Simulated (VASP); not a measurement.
All values below come from vdW-DF2, VASP's PBE PAW potentials (set 64) (plane waves; VASP).

The input files of a VASP run:

**INCAR**
```
# general
SYSTEM   = MgF2
PREC     = Accurate
ENCUT    = 520
LREAL    = .False.
LASPH    = .True.

# electronic loop
EDIFF    = 1E-6
NELM     = 100
ALGO     = Normal

# smearing
ISMEAR   = 0
SIGMA    = 0.05

# functional
GGA      = ML
LUSE_VDW = .True.
AGGAC    = 0.0
ZAB_VDW  = -1.8867

# ions
IBRION   = 2
NSW      = 60
ISIF     = 3
EDIFFG   = -0.02

# output
LWAVE    = .False.
LCHARG   = .False.
```

**POSCAR**
```
MgF2
1
    4.6200000000     0.0000000000     0.0000000000
    0.0000000000     4.6200000000     0.0000000000
    0.0000000000     0.0000000000     3.0500000000
Mg F
2 4
Direct
  0.0000000000   0.0000000000   0.0000000000
  0.5000000000   0.5000000000   0.5000000000
  0.3030000000   0.3030000000   0.0000000000
  0.8030000000   0.1970000000   0.5000000000
  0.1970000000   0.8030000000   0.5000000000
  0.6970000000   0.6970000000   0.0000000000
```

File KPOINTS:
```
Automatic mesh
0
Gamma
5 5 7
0 0 0
```

POTCAR, in this order: Mg F (PBE.64 set). Program: vasp_std.

What VASP printed:

**OUTCAR**
```
 ion  position               nearest neighbor table
   1  0.000  0.000  0.000-   3 1.98   6 1.98   5 2.00   4 2.00   4 2.00   5 2.00   2 3.61   2 3.61
                             2 3.61   2 3.61   2 3.61   2 3.61   2 3.61   2 3.61
   2  0.500  0.500  0.500-   4 1.98   5 1.98   3 2.00   6 2.00   3 2.00   6 2.00   1 3.61   1 3.61
                             1 3.61   1 3.61   1 3.61   1 3.61   1 3.61   1 3.61
   3  0.303  0.303  0.000-   1 1.98   2 2.00   2 2.00
   4  0.803  0.197  0.500-   2 1.98   1 2.00   1 2.00
   5  0.197  0.803  0.500-   2 1.98   1 2.00   1 2.00
   6  0.697  0.697  0.000-   1 1.98   2 2.00   2 2.00
  LATTYP: Found a simple tetragonal cell.
 ALAT       =     4.6200000000
 C/A-ratio  =     0.6601731602
 Subroutine PRICEL returns:
 Original cell was already a primitive cell.
 Subroutine GETGRP returns: Found 16 space group operations
The static configuration has the point symmetry D_2h.
 The point group associated with its full space group is D_4h.
The dynamic configuration has the point symmetry D_2h.
 Subroutine INISYM returns: Found 16 space group operations
 Subroutine IBZKPT returns following result:
 Found     24 irreducible k-points:

 Following reciprocal coordinates:
            Coordinates               Weight
  0.000000  0.000000  0.000000      1.000000
  0.200000  0.000000  0.000000      4.000000
  0.400000  0.000000  0.000000      4.000000
  0.200000  0.200000  0.000000      4.000000
  0.400000  0.200000  0.000000      8.000000
  0.400000  0.400000  0.000000      4.000000
  0.000000  0.000000  0.142857      2.000000
  0.200000  0.000000  0.142857      8.000000
  0.400000  0.000000  0.142857      8.000000
  0.200000  0.200000  0.142857      8.000000
  0.400000  0.200000  0.142857     16.000000
  0.400000  0.400000  0.142857      8.000000
  0.000000  0.000000  0.285714      2.000000
  0.200000  0.000000  0.285714      8.000000
  0.400000  0.000000  0.285714      8.000000
  0.200000  0.200000  0.285714      8.000000
...
```

File OSZICAR:
```
       N       E                     dE             d eps       ncg     rms          rms(c)
DAV:   1     0.210822878272E+03    0.21082E+03   -0.18563E+04  1000   0.150E+03
DAV:   2    -0.175215985934E+02   -0.22834E+03   -0.22105E+03  1260   0.346E+02
DAV:   3    -0.265218222350E+02   -0.90002E+01   -0.89835E+01  1128   0.716E+01
DAV:   4    -0.265804508568E+02   -0.58629E-01   -0.58613E-01  1104   0.662E+00
DAV:   5    -0.265808101379E+02   -0.35928E-03   -0.35927E-03  1108   0.529E-01    0.120E+01
DAV:   6    -0.227586833198E+02    0.38221E+01   -0.16332E+01  1100   0.309E+01    0.296E+00
DAV:   7    -0.227169381358E+02    0.41745E-01   -0.22519E-01  1016   0.337E+00    0.184E+00
DAV:   8    -0.226740397295E+02    0.42898E-01   -0.59434E-02  1068   0.274E+00    0.161E-01
DAV:   9    -0.226739491152E+02    0.90614E-04   -0.35396E-03  1104   0.435E-01    0.714E-02
DAV:  10    -0.226739536527E+02   -0.45376E-05   -0.49559E-04  1040   0.175E-01    0.133E-02
DAV:  11    -0.226739486942E+02    0.49585E-05   -0.28405E-05  1100   0.383E-02    0.283E-03
DAV:  12    -0.226739485042E+02    0.18997E-06   -0.98769E-07   732   0.855E-03
   1 F= -.22673949E+02 E0= -.22673949E+02  d E =-.226739E+02
       N       E                     dE             d eps       ncg     rms          rms(c)
DAV:   1    -0.235554965100E+02   -0.88155E+00   -0.15364E+01  1044   0.367E+01    0.738E+00
DAV:   2    -0.227338286046E+02    0.82167E+00   -0.39358E+00  1076   0.157E+01    0.821E-01
DAV:   3    -0.227234624394E+02    0.10366E-01   -0.27681E-02   992   0.160E+00    0.469E-01
DAV:   4    -0.227183021568E+02    0.51603E-02   -0.48615E-03  1120   0.725E-01    0.614E-02
DAV:   5    -0.227183052188E+02   -0.30620E-05   -0.33206E-04  1040   0.149E-01    0.223E-02
DAV:   6    -0.227183077700E+02   -0.25511E-05   -0.18031E-05  1100   0.378E-02    0.149E-03
DAV:   7    -0.227183078538E+02   -0.83842E-07   -0.41442E-07   624   0.570E-03
   2 F= -.22718308E+02 E0= -.22718308E+02  d E =-.443593E-01
       N       E                     dE             d eps       ncg     rms          rms(c)
DAV:   1    -0.227311260025E+02   -0.12818E-01   -0.21965E-01  1044   0.442E+00    0.889E-01
DAV:   2    -0.227193298922E+02    0.11796E-01   -0.58717E-02  1092   0.191E+00    0.100E-01
DAV:   3    -0.227191695699E+02    0.16032E-03   -0.47583E-04   980   0.210E-01    0.595E-02
DAV:   4    -0.227190957830E+02    0.73787E-04   -0.73241E-05  1116   0.883E-02    0.828E-03
DAV:   5    -0.227190961638E+02   -0.38081E-06   -0.57460E-06  1048   0.196E-02
   3 F= -.22719096E+02 E0= -.22719096E+02  d E =-.451477E-01
       N       E                     dE             d eps       ncg     rms          rms(c)
DAV:   1    -0.227193435781E+02   -0.24780E-03   -0.47191E-03  1044   0.647E-01    0.131E-01
DAV:   2    -0.227190854041E+02    0.25817E-03   -0.12778E-03  1080   0.282E-01    0.147E-02
DAV:   3    -0.227190819902E+02    0.34139E-05   -0.10074E-05   976   0.306E-02    0.874E-03
DAV:   4    -0.227190804145E+02    0.15757E-05   -0.15134E-06   680   0.130E-02    0.113E-03
DAV:   5    -0.227190803734E+02    0.41156E-07   -0.10496E-07   492   0.308E-03
   4 F= -.22719080E+02 E0= -.22719080E+02  d E =-.451319E-01
       N       E                     dE             d eps       ncg     rms          rms(c)
DAV:   1    -0.227193714351E+02   -0.29102E-03   -0.55195E-02   960   0.219E+00    0.113E-01
DAV:   2    -0.227193172441E+02    0.54191E-04   -0.12020E-03  1096   0.298E-01    0.569E-02
DAV:   3    -0.227192703732E+02    0.46871E-04   -0.32610E-05  1080   0.624E-02    0.215E-02
DAV:   4    -0.227192624080E+02    0.79652E-05   -0.13057E-05  1108   0.379E-02    0.240E-03
DAV:   5    -0.227192624219E+02   -0.13905E-07   -0.11820E-06   536   0.913E-03
   5 F= -.22719262E+02 E0= -.22719262E+02  d E =-.182049E-03
```

OUTCAR:
```
------------------------ aborting loop because EDIFF is reached ----------------------------------------
  FORCE on cell =-STRESS in cart. coord.  units (eV):
  Direction    XX          YY          ZZ          XY          YZ          ZX
  --------------------------------------------------------------------------------------
  Total       -0.0063966     -0.0063966     -0.0943652      0.0000000      0.0000000      0.0000000
  in kB       -0.1505427     -0.1505427     -2.2208747      0.0000000      0.0000000      0.0000000
  external PRESSURE =      -0.8406534 kB  Pullay stress =       0.0000000 kB
  volume of cell :       68.08
      direct lattice vectors                 reciprocal lattice vectors
     4.689119374 -0.000000000  0.000000000     0.213259659  0.000000000  0.000000000
    -0.000000000  4.689119374  0.000000000     0.000000000  0.213259659  0.000000000
     0.000000000  0.000000000  3.096104470     0.000000000  0.000000000  0.322986517
 POSITION                                       TOTAL-FORCE (eV/Angst)
 -----------------------------------------------------------------------------------
      0.00000      0.00000      0.00000        -0.000000     -0.000000      0.000000
      2.34456      2.34456      1.54805        -0.000000     -0.000000      0.000000
      1.41888      1.41888      0.00000         0.008179      0.008179     -0.000000
      3.76344      0.92568      1.54805         0.008179     -0.008179      0.000000
      0.92568      3.76344      1.54805        -0.008179      0.008179      0.000000
      3.27024      3.27024      0.00000        -0.008179     -0.008179      0.000000
 -----------------------------------------------------------------------------------
    total drift:                                0.000000     -0.000000     -0.000000
  FREE ENERGIE OF THE ION-ELECTRON SYSTEM (eV)
  ---------------------------------------------------
  free  energy   TOTEN  =       -22.7192624219 eV

  energy  without entropy=      -22.7192624219  energy(sigma->0) =      -22.71926242

 reached required accuracy - stopping structural energy minimisation
```
(Selected blocks of OUTCAR.)

### CONTCAR
```
MgF2
   1.00000000000000
     4.6891193737922983   -0.0000000000000000    0.0000000000000000
    -0.0000000000000000    4.6891193737922983    0.0000000000000000
     0.0000000000000000    0.0000000000000000    3.0961044698497022
  Mg              F
     2     4
Direct
     0.0000000000000000    0.0000000000000000    0.0000000000000000
     0.5000000000000000    0.5000000000000000    0.5000000000000000
     0.3025895610696135    0.3025895610696135    0.0000000000000000
     0.8025895610696134    0.1974104389303865    0.5000000000000000
     0.1974104389303865    0.8025895610696134    0.5000000000000000
     0.6974104389303866    0.6974104389303866    0.0000000000000000
```

Energy and stress use the plane-wave basis of the starting cell.

The compound is MgF2 in the rutile structure. This run relaxes it. Symmetry was kept, so distortions that lower it aren't found. The start is the result of an earlier pass.
